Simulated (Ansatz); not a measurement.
The system is Al2O3.

```xyz
5
Lattice="3.0175 0.0000 0.0000 -1.5087 2.6132 0.0000 0.0000 0.0000 7.5746" Properties=species:S:1:pos:R:3 pbc="T T T"
Al    0.0000    0.0000    5.4693
Al    0.0000    0.0000    2.1054
O     0.0000    0.0000    3.7873
O     1.5087    0.8711    6.0638
O     0.0000    1.7421    1.5108
```

Measurements of this composition are mostly on another form, of space group No. 167.

Base run:

* Program: Ansatz 0.2.0
* Functional: r2SCAN
* Potentials or basis: Ansatz PAW
* Cutoff: 500 eV (not typed: the program's choice for these potentials)
* k mesh: 10 × 10 × 4
* Occupations: fermi-dirac, width 0.05 eV
* Spin: no spin polarisation

Its results: band gap on the k mesh 2.96 eV, direct; pressure -5.5 GPa; largest force 0.390 eV/Å.

Problem. The run is repeated on the same cell with these changes: functional from r2SCAN to LDA; cutoff from 500 eV (not typed: the program's choice for these potentials) to 420 eV (not typed: the program's choice for these potentials). What comes out?

Solution. Band gap on the k mesh 2.20 eV, direct; pressure -8.3 GPa; largest force 0.459 eV/Å.

r2SCAN gives the wider gap, since meta-GGAs in the generalised Kohn-Sham scheme recover part of the derivative discontinuity.

Caveats: the PAW data sets come from PBE, with cores solved anew for the run's functional, which leaves a small shift of forces and pressure.
